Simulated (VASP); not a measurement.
Crystal: ZrS2.

```
Zr S
1.0
     3.69138    0.00000    0.00000
    -1.84569    3.19683    0.00000
     0.00000    0.00000    6.04108
Zr S
1 2
Direct
  0.00000 0.00000 0.00000
  0.66667 0.33333 0.76209
  0.33333 0.66667 0.23791
```

The cell is a database's computed one.

```yaml
Program: VASP 6.6.1
Task: relaxation of cell and atoms
Functional: LDA
Potentials_or_basis: VASP PAW LDA potentials, release 64 (Zr_sv, S)
Cutoff: 300 eV
k_mesh: 4 × 4 × 2
Occupations: gaussian, width 0.02 eV
Spin: no spin polarisation
```

At the start: pressure -4.4 GPa; volume 23.76 Å³/atom.

**Question.** Where does the relaxation end?

**Answer.** Over 15 steps the energy falls by 27.9 meV/atom and the volume is 21.17 Å³/atom (-10.9 %); space group P-3m1 (No. 164, to 0.05 Å).

Step by step:
| step | energy change (eV) | largest force (eV/Å) | pressure (GPa) | volume (Å³) |
| --- | --- | --- | --- | --- |
| 1 | 0.0000 | 0.2946 | -4.45 | 71.29 |
| 2 | 0.0315 | 1.0762 | 6.40 | 64.69 |
| 3 | -0.0457 | 0.2587 | -0.24 | 68.31 |
| 4 | -0.0458 | 0.2710 | -0.15 | 68.26 |
| 5 | -0.0515 | 0.2174 | -0.14 | 67.82 |
| 6 | -0.0605 | 0.0531 | -0.09 | 66.51 |
| 7 | -0.0661 | 0.0474 | -0.16 | 66.13 |
| 8 | -0.0789 | 0.0291 | -0.33 | 64.98 |
| 9 | -0.0750 | 0.0440 | -0.18 | 62.62 |
| 10 | -0.0830 | 0.0267 | -0.26 | 64.10 |
| 11 | -0.0832 | 0.0212 | -0.26 | 63.91 |
| 12 | -0.0832 | 0.0644 | 0.48 | 63.22 |
| 13 | -0.0835 | 0.0437 | 0.13 | 63.55 |
| 14 | -0.0837 | 0.0217 | -0.08 | 63.47 |
| 15 | -0.0838 | 0.0030 | -0.01 | 63.50 |

Final structure:
```xyz
3
Lattice="3.6121 0.0000 0.0000 -1.8061 3.1282 0.0000 0.0000 0.0000 5.6193" Properties=species:S:1:pos:R:3 pbc="T T T"
Zr    0.0000    0.0000    0.0000
S     1.8061    1.0427    4.1781
S     0.0000    2.0855    1.4412
```

Caveat: the k mesh is coarse (spacing up to 0.52 Å⁻¹), so the values aren't converged; the cutoff is under 1.25 times the usual one of these potentials, so pressure, stress and relaxed cells hold a basis-set (Pulay) error.
